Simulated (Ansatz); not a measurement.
Zinc-blende InN (metastable phase), treated with HSE06 (Ansatz, a quantum-chemistry and plane-wave program, PAW).

Settings: plane-wave cutoff 460 eV, 10×10×10 k mesh, Fermi–Dirac smearing 0.01 eV, scalar-relativistic PAW data made under PBE.

Computed points:

```tsv
V (Å³/atom)	E − E_lowest (meV/atom)	P (GPa)
14.694	19.13	8.36
15.081	4.42	3.93
15.575	0.00	-0.92
15.854	3.71	-3.30
16.241	15.30	-6.24
```

Question: Estimate the bulk modulus and its pressure derivative from these points.

Answer: V0 = 15.475 Å³/atom, B0 = 144 GPa, B′ = 4.5 (fit to the energies at full precision).

Measured, for comparison: equilibrium volume per atom 15.72 Å³/atom (temperature not stated, not corrected to a static lattice, epilayer on 3C-SiC; as tabulated in Schörmann, As, Lischka, Schley, Goldhahn et al., Appl. Phys. Lett. 89, 261903 …). Computed less measured: equilibrium volume per atom -1.6 %. A static lattice is as a rule a little smaller and stiffer than an uncorrected measurement, which can account for part of this in the equilibrium volume per atom.

Spin–orbit coupling is not included.

Static lattice: no zero-point or thermal effects.
